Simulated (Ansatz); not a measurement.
# Thermal properties of LiCl from its phonons

The calculation used Ansatz 0.2.0, DFT PBE, scalar-relativistic, plane waves, PAW. Settings: 420 eV plane-wave cutoff, Γ-centred 6×6×2 mesh, fixed occupations. No spin polarisation. Phonons by linear response, acoustic sum rule imposed.

The cell, relaxed at this level:
```cif
data_structure
_symmetry_space_group_name_H-M 'P6_3mc'
_symmetry_Int_Tables_number 186
_cell_length_a 3.9082
_cell_length_b 3.9082
_cell_length_c 19.0358
_cell_angle_alpha 90.000
_cell_angle_beta 90.000
_cell_angle_gamma 120.000
_cell_volume 251.80
loop_
_atom_site_label
_atom_site_type_symbol
_atom_site_symmetry_multiplicity
_atom_site_Wyckoff_symbol
_atom_site_fract_x
_atom_site_fract_y
_atom_site_fract_z
_atom_site_occupancy
Li1 Li 2 a 0.00000 0.00000 0.18757 1
Li2 Li 2 b 0.33333 0.66667 0.52058 1
Li3 Li 2 b 0.33333 0.66667 0.85351 1
Cl1 Cl 2 a 0.00000 0.00000 0.31282 1
Cl2 Cl 2 b 0.33333 0.66667 0.97926 1
Cl3 Cl 2 b 0.33333 0.66667 0.64626 1
```

It was reached by relaxing an invented guess, and it needn't be the stable form of this composition. The q mesh is coarse, so values between its points are rough. Modes under 40 cm⁻¹ are poorly fixed.

Force constants from linear response on a 2×2×1 q mesh, interpolated to a fine mesh.

Phonon density of states, in bins of 10 cm⁻¹:
(bin centre (cm⁻¹), share of modes (%)): (5, 0.0), (15, 0.1), (25, 0.3), (35, 0.6), (45, 1.0), (55, 1.6), (65, 2.6), (75, 4.6), (85, 4.8), (95, 4.6), (105, 4.9), (115, 3.7), (125, 3.4), (135, 3.2), (145, 1.9), (155, 1.9), (165, 5.6), (175, 4.3), (185, 0.7), (195, 0.0), (205, 0.0), (215, 0.0), (225, 0.0), (235, 0.0), (245, 0.0), (255, 0.0), (265, 0.0), (275, 0.0), (285, 1.4), (295, 14.9), (305, 9.8), (315, 4.7), (325, 2.3), (335, 0.3), (345, 1.0), (355, 2.7), (365, 3.3), (375, 3.2), (385, 2.9), (395, 1.8), (405, 1.1), (415, 0.7), (425, 0.1)

Task: How much zero-point energy does an atom carry?

Result: 41.0 meV.

Task: How large are the vibrational entropy and heat capacity at 300 K?

Result: S = 3.51 k_B and C_V = 2.68 k_B per atom, 89 % of the Dulong–Petit value.

Task: Tabulate them against temperature.

Result:
```csv
T (K),F_vib (meV/atom),S (k_B/atom),C_V (k_B/atom)
100,37.4,1.12,1.51
200,21.7,2.48,2.37
300,-4.3,3.51,2.68
400,-38.1,4.30,2.81
500,-78.0,4.94,2.88
600,-122.9,5.46,2.91
700,-172.0,5.91,2.94
800,-224.7,6.31,2.95
900,-280.5,6.66,2.96
1000,-339.3,6.97,2.97
```
